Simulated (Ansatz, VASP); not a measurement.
## CoO in VASP and in Ansatz

```
CELL_PARAMETERS angstrom
0.00000 2.17330 2.17330
2.17330 0.00000 2.17330
2.17330 2.17330 0.00000
ATOMIC_POSITIONS crystal
Co 0.00000 0.00000 0.00000
O 0.50000 0.50000 0.50000
```

Alike in both runs: task single point; functional PBEsol; dispersion D4; k mesh 11 × 11 × 11; occupations fermi-dirac, width 0.05 eV; collinear spin.

```csv
,VASP,Ansatz
version,VASP 6.6.1,Ansatz 0.2.0
potentials or method,"VASP PAW PBE potentials, release 64 (Co, O)",Ansatz PAW
plane-wave cutoff (eV),520,420
valence electrons in the cell,15,23
```

VASP gave:

- gap on the k mesh at the Fermi level (eV): none
- pressure (GPa): -20.7
- net moment per atom (μB): 1.50
- size of the moment on the site where the two differ most (μB): 2.61
- dispersion energy (meV/atom): -151.0

Task: Estimate Ansatz's values.

Result: gap on the k mesh at the Fermi level (eV): none; pressure (GPa): -20.5; net moment per atom (μB): 1.50; size of the moment on the site where the two differ most (μB): 2.54; dispersion energy (meV/atom): -150.9.

Site moments also hang on the region over which each program counts them. A gap of «none» marks a metal or a gap that the smearing closes. The two sets of potentials don't hold the same shells in valence.

Caveats: a cell with one magnetic atom can't hold antiferromagnetic order, which such compounds often take; semilocal functionals often make such compounds metallic where correlation or magnetic order opens a gap, which also shifts bond lengths; pairwise dispersion overbinds metals, which lowers pressure and volume; so large a pressure means that the cell lies far from this level's equilibrium, or that cutoff or potentials fall short (VASP); the potentials were made for another functional, which shifts forces and pressure (VASP); the pressure holds a Pulay correction of +0.7 GPa for the finite cutoff (Ansatz); the PAW data sets come from PBE, with cores solved anew for the run's functional, which leaves a small shift of forces and pressure (Ansatz).
